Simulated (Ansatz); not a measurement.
# Ir films: biaxial stress and wafer bow

Plane-wave DFT in Ansatz, PBEsol, scalar-relativistic PAW potentials, cutoff 420 eV, no spin-orbit coupling; no spin polarisation. Ir in space group Fm-3m, strained equally along a and b of the conventional cell, with c and the atoms relaxed within the symmetry (a film with c along the normal). Stress is the in-plane mean, tension positive.

```tsv
strain (%)	stress (GPa)	E − E(0) (meV/atom)
-3.0	-24.27	60.7
-2.0	-15.50	26.1
-1.0	-7.37	6.3
+0.0	0.01	0.0
+1.0	6.76	6.2
+2.0	12.72	23.5
+3.0	?	50.8
```

Fit the stress, get the biaxial modulus and predict the missing row.

A parabola through the given rows is σ = 0.03 + 7.054 ε -0.3495 ε² GPa (ε in %), so M = dσ/dε = 705 GPa at zero. It predicts 18.05 GPa at +3.0 %; the run gave 18.01 GPa. The miss is 0.04 GPa, so the fit holds even one step beyond its range. The negative square term means that the film is stiffer in compression than in tension. The energies check it: E/V = Mε² at small strain, and a cubic fit with V = 14.05 Å³/atom gives M = 706 GPa, in agreement.

How much does a 20 nm film at +0.5 % strain bow a 300 mm Si(001) wafer 775 μm thick?

The fit, without its small constant, gives σ = 3.44 GPa. Stoney's formula, κ = 6σt_f/(M_s t_s²) with M_s = 180.5 GPa for Si(001) (literature), gives |κ| = 3.81×10⁻³ m⁻¹ and a bow κr²/2 = 42.8 μm at r = 150 mm, with the film side concave (tension pulls the edges up). This assumes a single-crystal or fully textured, unrelaxed film at 0 K.

The cell has no gap in any row, so the stresses hang on mesh and smearing.

Cost: about 3.8 core-minutes for the runs cited, on Intel Xeon 6975P-C (Granite Rapids) (shared hosts).

Iridium resists in-plane strain strongly because its 5d band is filled mainly through bonding states, giving stiff d–d bonds with an unusually high resistance to shear for an fcc metal. Relaxation along the normal therefore relieves only a modest part of the imposed stress. The stress increment falls at every step from compression to tension, including the step to the withheld point at 18.01 GPa. This is ordinary bond anharmonicity: short-range repulsion rises steeply as the atoms are pushed together, while d-orbital overlap and the restoring force weaken as they are pulled apart. The smooth curve gives no sign of an ideal-strength maximum within the sampled range, but it doesn't test stability against shear or phonon distortions.

For the wafer, the anharmonic correction is small at the chosen strain, so the bow follows almost directly from the linear modulus and the film thickness. That modulus belongs to a (001) film. Iridium is elastically anisotropic and stiffer in the close-packed plane, so a (111)-textured film, common for fcc metals, would probably bow the wafer more at equal strain.
